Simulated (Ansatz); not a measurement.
# Hf: further runs on the relaxed cell

The task here is to estimate one member of a computed series from the others.

Method: DFT PBE, scalar-relativistic, plane waves, PAW, in Ansatz 0.2.0.

1 further run of the same task is left out (set aside as unsound or not needed).

## The system as given

Symmetry: P6_3/mmc, No. 194, hexagonal system. Conventional cell: a = 3.204 Å, b = 3.204 Å, c = 5.069 Å, α = 90.00°, β = 90.00°, γ = 120.00°. Hf (site symmetry -6m2) has 12 Hf at 3.14 to 3.20 Å as nearest neighbours.

As a file:

```cif
data_structure
_symmetry_space_group_name_H-M 'P6_3/mmc'
_symmetry_Int_Tables_number 194
_cell_length_a 3.2043
_cell_length_b 3.2043
_cell_length_c 5.0686
_cell_angle_alpha 90.000
_cell_angle_beta 90.000
_cell_angle_gamma 120.000
_cell_volume 45.07
loop_
_atom_site_label
_atom_site_type_symbol
_atom_site_symmetry_multiplicity
_atom_site_Wyckoff_symbol
_atom_site_fract_x
_atom_site_fract_y
_atom_site_fract_z
_atom_site_occupancy
Hf1 Hf 2 c 0.33333 0.66667 0.25000 1
```

It is the result of an earlier relaxation at this level (volume 22.53 Å³/atom; gap on the mesh: none (metal)).

Set-up of the first run:

File input.yaml:

```yaml
crystal:
  lattice:
    - [3.2042764946, 0.0, 0.0]
    - [-1.6021382473, 2.7749848451, 0.0]
    - [0.0, 0.0, 5.0685977264]
  atoms:
    - { symbol: Hf, position: [0.3333333333, 0.6666666667, 0.25] }
    - { symbol: Hf, position: [0.6666666667, 0.3333333333, 0.75] }
basis:
  ecutwfc: 420
kpoints:
  mp_grid: { grid: [18, 18, 8] }
  band_path:
    path:
      - [[0.0, 0.0, 0.0], [0.5, 0.0, 0.0], [0.33333333, 0.33333333, 0.0], [0.0, 0.0, 0.0], [0.0, 0.0, 0.5], [0.5, 0.0, 0.5], [0.33333333, 0.33333333, 0.5], [0.0, 0.0, 0.5]]
      - [[0.5, 0.0, 0.5], [0.5, 0.0, 0.0]]
      - [[0.33333333, 0.33333333, 0.5], [0.33333333, 0.33333333, 0.0]]
    npoints: 14
hamiltonian:
  xc: pbe
scf:
  occupations: { method: gaussian, width: 0.1 }
  n_extra_bands: 6
output:
  forces: true
  stress: true
  eigenvalues: true
  populations: true
  dos: { projected: true, de: 0.02, nscf_kmesh: { grid: [27, 27, 12] } }
  bader: true
  write_density: true
  write_potential: true
  elf: true
  volumetric_format: npy
```

Command:

```
$ ansatz run input.yaml --threads 1 --pin off --max-ram 2560MiB --backend cpu --events-out ev --progress --plain --runs-dir out
```

Steps of the session up to this table: Bands, states and charges; Point at V/V0 = 0.97; The cell scaled to 1.03 of its volume; The cell scaled to 0.94 of its volume; Point at V/V0 = 1.06.

One of the session's tables, all rows but one given; the rest of the session is left out.

It belongs to the step «Fit of the equation of state». 

```
volume (Å³/atom)  energy above the lowest point (meV/atom)  pressure (GPa)
          21.182                                      29.5            7.36
          21.858                                       7.0            3.42
          22.535                                       0.0           -0.01
          23.211                                         ?               ?
          23.887                                      25.1           -5.64
```

**Question.** Estimate the row for volume (Å³/atom) = 23.211.

Worked estimate for «energy above the lowest point (meV/atom)». A straight line through the neighbours (22.535, 0.0) and (23.887, 25.1) gives 0.0 + (25.1 − 0.0) × (23.211 − 22.535) / (23.887 − 22.535) = 12.5; a parabola fitted to 3 rows on both sides gives 6.0.

As computed: energy above the lowest point (meV/atom): 6.6; pressure (GPa): -3.02. In «energy above the lowest point (meV/atom)» the line misses by +5.9 and the parabola by -0.6.
